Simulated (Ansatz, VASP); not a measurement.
Pb in VASP and in Ansatz

```xyz
1
Lattice="0.0000 2.5195 2.5195 2.5195 0.0000 2.5195 2.5195 2.5195 0.0000" Properties=species:S:1:pos:R:3 pbc="T T T"
Pb    0.0000    0.0000    0.0000
```

Alike in both runs: functional PBE; k mesh 14 × 14 × 14; occupations gaussian, width 0.1 eV; no spin polarisation.

Ansatz relaxed the structure, and its values are those at the end. VASP's run is a single point on that final structure, the one shown.

|  | VASP | Ansatz |
| --- | --- | --- |
| version | VASP 6.6.1 | Ansatz 0.2.0 |
| potentials or method | VASP PAW PBE potentials, release 64 (Pb_d) | scalar-relativistic, plane waves, PAW |
| plane-wave cutoff (eV) | 520 | 420 |
| valence electrons in the cell | 14 | 14 |

|  | VASP | Ansatz | Ansatz less VASP |
| --- | --- | --- | --- |
| gap on the k mesh at the Fermi level (eV) | none | none | - |
| pressure (GPa) | 0.0 | 0.0 | +0.05 |

A gap of «none» marks a metal or a gap that the smearing closes.

The runs have no spin-orbit coupling, so splittings on Pb are missing.
